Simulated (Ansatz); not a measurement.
GeO$_{2}$:
```xyz
9
Lattice="4.8895 0.0000 0.0000 -2.4448 4.2345 0.0000 0.0000 0.0000 5.6146" Properties=species:S:1:pos:R:3 pbc="T T T"
Ge     2.1802     0.0000     3.7431
Ge    -1.0901     1.8881     1.8715
Ge     1.3547     2.3464     0.0000
O      1.1527     1.3180     4.2187
O      0.5651     1.6572     1.3958
O      3.1718     0.3392     2.3472
O      0.7270     3.8952     5.1389
O      3.0099     2.5772     0.4757
O     -1.2921     2.9164     3.2674
```

Relaxed with LDA. Special points in fractions of this cell's reciprocal vectors: Γ (0.000, 0.000, 0.000); M (0.500, 0.000, 0.000); K (0.333, 0.333, 0.000); A (0.000, 0.000, 0.500); L (0.500, 0.000, 0.500); H (0.333, 0.333, 0.500).

Problem. List the band energies nearest the valence-band maximum at these points for LDA in the plane-wave PAW code Ansatz.

Solution. In eV from the valence-band maximum; about four levels below and three above (degenerate sets whole), none deeper than 8.9 eV; points with the same levels are listed once.

| k | below | above |
|---|---|---|
| Γ | -0.36 -0.36 -0.31 -0.05 -0.05 | 3.49 7.49 7.49 |
| M | -0.39 -0.23 -0.13 -0.01 | 5.54 6.62 7.11 |
| K | -0.43 -0.43 -0.13 -0.13 -0.02 | 6.07 6.07 7.24 |
| A | -0.65 -0.65 -0.39 -0.15 | 5.48 5.48 8.55 8.55 |
| L | -0.69 -0.52 -0.37 -0.02 | 5.86 6.75 7.82 |
| H | -0.69 -0.44 -0.23 -0.23 | 5.93 7.18 7.18 |

Space group P3_221. Symmetry was held in the LDA relaxation; phonons on a q-mesh show no instability. Scalar-relativistic: spin–orbit coupling is off unless named, which matters more the heavier the elements.

Potentials: the later of the program's two PAW sets.
